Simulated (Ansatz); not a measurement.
A crystal relaxed with r2SCAN in the plane-wave code Ansatz has space group Pm-3m (No. 221) and a = 3.103 Å.

```
atom  site       x       y       z
  Xx    1a  0.0000  0.0000  0.0000
   O    1b  0.5000  0.5000  0.5000
```

The r2SCAN gap is indirect, 0.02 eV (X–M (0.25 of the way from X) to R), below the direct gap of 0.18 eV at X–M (0.25 of the way from X). (This is within a few times the smearing of 0.02 eV, so the filling near the edges can be smeared.) With PBE the bands overlap by 0.12 eV (counted from 1, band 10 peaks at X–M (0.25 of the way from X) and band 11 bottoms out at R): no gap. With LDA the bands overlap by 0.15 eV (counted from 1, band 10 peaks at X–M (0.25 of the way from X) and band 11 bottoms out at R): no gap. Meshes: r2SCAN 8×8×8, PBE 8×8×8, LDA 8×8×8.

**Question.** Which element is Xx?
A. Hf
B. C
C. Zr
D. Sn

**Answer.** D. Xx is Sn: SnO (CsCl type). Sn is surrounded by 8 O at 2.69 Å; O is surrounded by 8 Sn at 2.69 Å.

The cell comes from a prototype generator: it can be a known phase or a hypothetical one. Spin polarisation is off.

Spin-orbit coupling is left out, which matters wherever the heavy atoms make up the band edges.

Where bands overlap the cell is a metal at that level, and these k meshes limit energies, forces and stress. Overlaps of a few tenths of an eV in semilocal functionals can be an artefact that a hybrid or GW lifts.

Where an edge lies off the special points, it is a point of the mesh or the k point where a search put PBE's edge or least direct gap, reused for the other functionals, whose own edges may lie a little apart; PBE's own value is read along its path and can be a few hundredths of an eV high.
